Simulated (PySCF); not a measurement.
Computed NMR parameters against published values

Atom-mapped SMILES (the numbers label the heavy atoms): `[F:1][CH:2]([F:3])[F:4]` (H(Xn): hydrogen on atom n).

What is known from experiment: σ 13C C2 68.7; σ 19F F1/F3/F4 274.0; σ 1H H(C2) 24.58 ppm (measured; gas, zero density; Jackowski, Slowinski, Molecules 2023, 28, 1499).
σ 19F F1/F3/F4 273.7 ppm (measured; gas, 300 K; M. E. Harding, PhD thesis, Mainz 2008 (Harding, Lenhart, Auer, Gauss, JCP 2008, 128, 244111)). Coupling constants: 1J(C2,H(C2)) 235.6 Hz, 1J(C2,F4) -272.3 Hz, 2J(F4,H(C2)) 79.9 Hz, 1J(C2,H(C2)) 239.1 Hz.

Equivalent nuclei averaged, no relativistic terms, one conformer, gas phase. Coordinates at the PBE0-D3(BJ)/def2-SVP level; spin–spin couplings from B3LYP/pcJ-1; σ from GIAO-PBE0/pcSseg-1; PySCF.

(1) What does the calculation give, and how does it compare?

(2) How far are the unscaled 19F shieldings from the references?

Results:

(1) 
Reference values: measured (gas, zero density; Jackowski, Slowinski, Molecules 2023, 28, 1499).
| atoms | quantity | reference | computed |
| --- | --- | --- | --- |
| C2 | σ 13C | 68.7 | 62.6 |
| F1/F3/F4 | σ 19F | 274.0 | 263.8 |
| H(C2) | σ 1H | 24.58 | 25.10 |

Reference values: measured (gas, 300 K; M. E. Harding, PhD thesis, Mainz 2008 (Harding, Lenhart, Auer, Gauss, JCP 2008, 128, 244111)).
```csv
atoms,quantity,reference,computed
F1/F3/F4,σ 19F,273.7,263.8
```

Absolute shieldings are compared as such; zero-point and thermal motion, absent here, lowers them by some tenths of a ppm for H, a few ppm for C and up to about 10 ppm for F.

Coupling constants in Hz:
```tsv
coupling	reference	computed	source
1J(C2,H(C2))	235.6	239.6	measured; gas, zero-density limit; Jackowski, Slowinski, Molecules 2023, 28, 1499
1J(C2,F4)	-272.3	-350.5	measured; gas, zero-density limit; Jackowski, Slowinski, Molecules 2023, 28, 1499
2J(F4,H(C2))	79.9	88.4	measured; gas, zero-density limit; Jackowski, Slowinski, Molecules 2023, 28, 1499
1J(C2,H(C2))	239.1	239.6	measured; liquid or solution (compiled); San Fabian, Garcia de la Vega, Suardiaz et al., Magn. Reson. Chem. 2013, 51, 775 (SI)
```

(2) Mean signed difference -10.05 ppm, mean absolute 10.05 ppm over 2 comparisons; the largest is -10.2 ppm at F1/F3/F4 (fluorine of a CF3 group).

8 of the 15 published NMR values on file for this molecule are compared. The rest: values from further sources, other calculations.
